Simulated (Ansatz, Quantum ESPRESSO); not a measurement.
# NaH (Fm-3m): phonons by linear response, part 3 of 4

How does NaH (Fm-3m) vibrate, and is this structure a minimum?

Quantum ESPRESSO 7.5; DFT PBE, scalar-relativistic, plane waves, SSSP efficiency pseudopotentials.

So far, highest frequency (cm⁻¹): step 7 (dispersion) 888. The relaxed cell has a = 4.837 Å (conventional setting).

**9. Modes with the sum rule**

A rigid shift of the crystal must cost nothing, but grids and finite bases break this; the acoustic sum rule is imposed before the matrix is diagonalised again. With Born charges the intensities follow, and the static dielectric tensor.

dynmat.in

```
&INPUT
  fildyn = 'x.dyn1'
  asr    = 'simple'
  fileig = 'dynmat.eig'
  lperm  = .true.
/
```

Run with:

```bash
$ dynmat.x -in dynmat.in > dynmat.out
```

Numbers of over 12 decimals in the logs are rounded to 6 here.

The log of the run:

```text
[banner, memory and clock lines left out]
Program DYNMAT v.7.5

     Reading Dynamical Matrix from file x.dyn1
     ...Force constants read
     ...epsilon and Z* read
     A direction for q was not specified:TO-LO splitting will be absent

     Polarizability (A^3 units)
     multiply by 0.584614 for Clausius-Mossotti correction
         4.800196    0.000000    0.000000
         0.000000    4.800196   -0.000000
         0.000000   -0.000000    4.800196

     IR activities are in (D/A)^2/amu units

# mode   [cm-1]    [THz]      IR
    1     -0.00   -0.0000    0.0000
    2     -0.00   -0.0000    0.0000
    3     -0.00   -0.0000    0.0000
    4    492.47   14.7638   22.6980
    5    492.47   14.7638   22.6980
    6    492.47   14.7638   22.6980

Electronic dielectric permittivity tensor (relative, adimensional)
         3.131587    0.000000    0.000000
         0.000000    3.131587   -0.000000
         0.000000   -0.000000    3.131587

 ... with zone-center polar mode contributions
        10.185303    0.000000    0.000000
         0.000000   10.185303    0.000000
         0.000000    0.000000   10.185303
```

Run time: 0.57 s. Hardware: 1 thread of AMD EPYC 9R45, shared host.

Read from the output:

```
mean static dielectric constant : 10.19
```

Unit eigenvectors of the mass-weighted matrix after the sum rule; no LO-TO term. Modes at Γ, with each element's share of the kinetic energy:

| mode | frequency (cm⁻¹) | symmetry | Na % | H % |
| --- | --- | --- | --- | --- |
| 1 | 0.0 | acoustic | 96 | 4 |
| 2 | 0.0 | acoustic | 96 | 4 |
| 3 | 0.0 | acoustic | 96 | 4 |
| 4 | 492.5 | T1u | 4 | 96 |
| 5 | 492.5 | T1u | 4 | 96 |
| 6 | 492.5 | T1u | 4 | 96 |

Displacements in mode 5 (492.5 cm⁻¹), the largest set to 1:
```
Na1 -0.01 -0.04  0.00
H2   0.22  1.00  0.00
```

Degenerate modes summed, no LO-TO term. Lines of the infrared spectrum (strongest = 100):

| position (cm⁻¹) | lines merged | label | IR intensity, relative |
| --- | --- | --- | --- |
| 492 | 3 | T1u | 100 |

Static dielectric tensor (ions relaxed, fixed cell):

```
10.19  0.00  0.00
 0.00 10.19  0.00
 0.00  0.00 10.19
```

The rule moves no optical mode by more than 0.1 cm⁻¹.

**10. Sum rules set otherwise (asr no)**

Without the rule the raw error of the acoustic modes shows.

dynmat.in

```
&INPUT
  fildyn = 'x.dyn1'
  asr    = 'no'
  fileig = 'dynmat.eig'
  lperm  = .true.
/
```

Run with:

```bash
$ dynmat.x -in dynmat.in > dynmat.out
```

The log of the run:

```text
[banner, memory and clock lines left out]
Program DYNMAT v.7.5

     Reading Dynamical Matrix from file x.dyn1
     ...Force constants read
     ...epsilon and Z* read
     A direction for q was not specified:TO-LO splitting will be absent

     Polarizability (A^3 units)
     multiply by 0.584614 for Clausius-Mossotti correction
         4.800196    0.000000    0.000000
         0.000000    4.800196   -0.000000
         0.000000   -0.000000    4.800196

     IR activities are in (D/A)^2/amu units

# mode   [cm-1]    [THz]      IR
    1     -2.57   -0.0771    0.0000
    2     -2.57   -0.0771    0.0000
    3     -2.57   -0.0771    0.0000
    4    492.47   14.7640   22.7156
    5    492.47   14.7640   22.7156
    6    492.47   14.7640   22.7156

Electronic dielectric permittivity tensor (relative, adimensional)
         3.131587    0.000000    0.000000
         0.000000    3.131587   -0.000000
         0.000000   -0.000000    3.131587

 ... with zone-center polar mode contributions
        10.190615    0.000000    0.000000
         0.000000   10.190615    0.000000
         0.000000    0.000000   10.190615
```

Run time: 0.57 s. Hardware: 1 thread.

Zone-centre frequencies as printed; negative means imaginary. Modes:

| mode | frequency (cm⁻¹) |
| --- | --- |
| 1 | -2.57 |
| 2 | -2.57 |
| 3 | -2.57 |
| 4 | 492.5 |
| 5 | 492.5 |
| 6 | 492.5 |

Against the first rule no mode moves by more than 2.6 cm⁻¹.

**11. Sum rules set otherwise: a sum rule for molecules or wires on a crystal**

This rule also removes rotations, which suits wires and not a crystal; it is tried to see the harm.

dynmat.in

```
&INPUT
  fildyn = 'x.dyn1'
  asr    = 'one-dim'
  fileig = 'dynmat.eig'
  lperm  = .true.
/
```

Run with:

```bash
$ dynmat.x -in dynmat.in > dynmat.out
```

The log of the run:

```text
[banner, memory and clock lines left out]
Program DYNMAT v.7.5

     Reading Dynamical Matrix from file x.dyn1
     ...Force constants read
     ...epsilon and Z* read
asr rotation axis in 1D system=    3
     Acoustic Sum Rule: || Z*(ASR) - Z*(orig)|| =    1.378437E+00
     Acoustic Sum Rule: ||dyn(ASR) - dyn(orig)||=    3.544536E-02
     A direction for q was not specified:TO-LO splitting will be absent

     Polarizability (A^3 units)
     multiply by 0.584614 for Clausius-Mossotti correction
         4.800196    0.000000    0.000000
         0.000000    4.800196   -0.000000
         0.000000   -0.000000    4.800196

     IR activities are in (D/A)^2/amu units

# mode   [cm-1]    [THz]      IR
    1     -0.00   -0.0000    0.0000
    2     -0.00   -0.0000    0.0000
    3      0.00    0.0000    0.0000
    4      0.00    0.0000    0.0000
    5    492.43   14.7626   22.6980
    6    492.43   14.7626   22.6980

Electronic dielectric permittivity tensor (relative, adimensional)
         3.131587    0.000000    0.000000
         0.000000    3.131587   -0.000000
         0.000000   -0.000000    3.131587

 ... with zone-center polar mode contributions
         6.659043   -3.527455    0.000000
        -3.527455    6.659043   -0.000000
         0.000000   -0.000000   10.186498
```

It took 0.57 s on 1 thread.

The program raised no error, yet the settings are not those of a careful run.

The fault: a sum rule for molecules or wires on a crystal; 1 optical mode is projected out to zero frequency, as if it were a rotation, and the static dielectric tensor is spoilt.

For a crystal the rule has to be 'simple' or 'crystal'.

Zone-centre frequencies as printed; negative means imaginary. Modes:

| mode | frequency (cm⁻¹) |
| --- | --- |
| 1 | 0 |
| 2 | 0 |
| 3 | 0 |
| 4 | 0 |
| 5 | 492.4 |
| 6 | 492.4 |

**12. Modes along a direction of q (1 0 0)**

A longitudinal polar mode sets up a macroscopic field that stiffens it; the term hangs on the direction from which q goes to zero.

dynmat.in

```
&INPUT
  fildyn = 'x.dyn1'
  asr    = 'simple'
  fileig = 'dynmat.eig'
  q(1)   = 1.0
  q(2)   = 0.0
  q(3)   = 0.0
/
```

Run with:

```bash
$ dynmat.x -in dynmat.in > dynmat.out
```

The log of the run:

```text
[banner, memory and clock lines left out]
Program DYNMAT v.7.5

     Reading Dynamical Matrix from file x.dyn1
     ...Force constants read
     ...epsilon and Z* read

     Polarizability (A^3 units)
     multiply by 0.584614 for Clausius-Mossotti correction
         4.800196    0.000000    0.000000
         0.000000    4.800196   -0.000000
         0.000000   -0.000000    4.800196

     IR activities are in (D/A)^2/amu units

# mode   [cm-1]    [THz]      IR
    1     -0.00   -0.0000    0.0000
    2     -0.00   -0.0000    0.0000
    3      0.00    0.0000    0.0000
    4    492.47   14.7638   22.6980
    5    492.47   14.7638   22.6980
    6    888.14   26.6259   22.6980
```

Run time: 0.57 s. Hardware: 1 thread.

Read from the output:

```
highest mode moved by the LO-TO term : 888.1 cm⁻¹
```

Zone-centre frequencies as printed; negative means imaginary. Modes:

| mode | frequency (cm⁻¹) |
| --- | --- |
| 1 | 0 |
| 2 | 0 |
| 3 | 0 |
| 4 | 492.5 |
| 5 | 492.5 |
| 6 | 888.1 |

The field moves one mode, from 492 to 888 cm⁻¹; the others stay.

**13. The dispersion under another sum rule (asr all)**

The sum rule corrects the force constants themselves, so it can shift branches at any wavevector, low ones most.

matdyn.in

```
&INPUT
  asr              = 'all'
  flfrc            = 'x.fc'
  flfrq            = 'x.freq'
  flvec            = 'x.modes'
  q_in_band_form   = .true.
  q_in_cryst_coord = .true.
/
8
  0.0000000   0.0000000   0.0000000   8  ! GAMMA
  0.0000000   0.5000000   0.5000000   8  ! X
  0.0000000   0.6250000   0.3750000   1  ! U
 -0.3750000   0.3750000  -0.0000000   8  ! K
  0.0000000   0.0000000   0.0000000   8  ! GAMMA
  0.0000000   0.5000000  -0.0000000   8  ! L
 -0.2500000   0.5000000   0.2500000   8  ! W
  0.0000000   0.5000000   0.5000000   1  ! X
```

Run with:

```bash
$ matdyn.x -in matdyn.in > matdyn.out
```

The log of the run:

```text
[banner, memory and clock lines left out]
Program MATDYN v.7.5

 mass for atomic type   1 not given; uses mass from file x.fc
 mass for atomic type   2 not given; uses mass from file x.fc

     WARNING: To use asr = 'all' for infrared-active solids, i.e., solids with nonzero
     Born effective charge, one must set read_lr = .true. in the matdyn.x input. Also,
     the flfrc file must have been constructed with write_lr = .true. in the q2r.x input.
     If the system is infrared inactive and you have nonzero Born effective charge due to
     numerical noise, you can ignore this warning.

 Norm of the difference between old and new effective charges:    4.861e-17

 Huang before:    1   1   1   2,   residual stress:   0.000000
 Huang before:    1   1   1   3,   residual stress:   0.000000
 Huang before:    1   1   2   2,   residual stress:   0.000000
 Huang before:    1   1   2   3,   residual stress:   0.000000
 Huang before:    1   1   3   3,   residual stress:  -0.000000
 Huang before:    1   2   1   3,   residual stress:  -0.000000
 Huang before:    1   2   2   2,   residual stress:  -0.000000
 Huang before:    1   2   2   3,   residual stress:  -0.000000
 Huang before:    1   2   3   3,   residual stress:  -0.000000
 Huang before:    1   3   2   2,   residual stress:  -0.000000
 Huang before:    1   3   2   3,   residual stress:   0.000000
 Huang before:    1   3   3   3,   residual stress:  -0.000000
 Huang before:    2   2   2   3,   residual stress:   0.000000
 Huang before:    2   2   3   3,   residual stress:  -0.000000
 Huang before:    2   3   3   3,   residual stress:  -0.000000

 Norm of the difference between old and new force-constants:   2.36827e-06

   You are using asr="all", please consider citing C. Lin, S. Ponc\'e and N. Marzari, npj Comput Mater 8, 236 (2022).
```

Run time: 0.59 s. Hardware: 1 thread.

At the labelled points the branches move by no more than 0.2 cm⁻¹. The log warns that this rule wants the long-range part of the force constants stored apart (write_lr, read_lr) in a polar crystal, which was not done.

[end of part 3 of 4]

[Host names and launcher messages were left out of these logs when they were recorded.]

[Logs are printed without paths, hosts, clocks, repeated set-up lines and the standing remarks that a program may print on its own settings, such as how far it seeks lower states.]

[Hosts, paths, dates, database ids (printed as entryN), source tags and the programs' standing remarks are cut or masked in the printed files.]
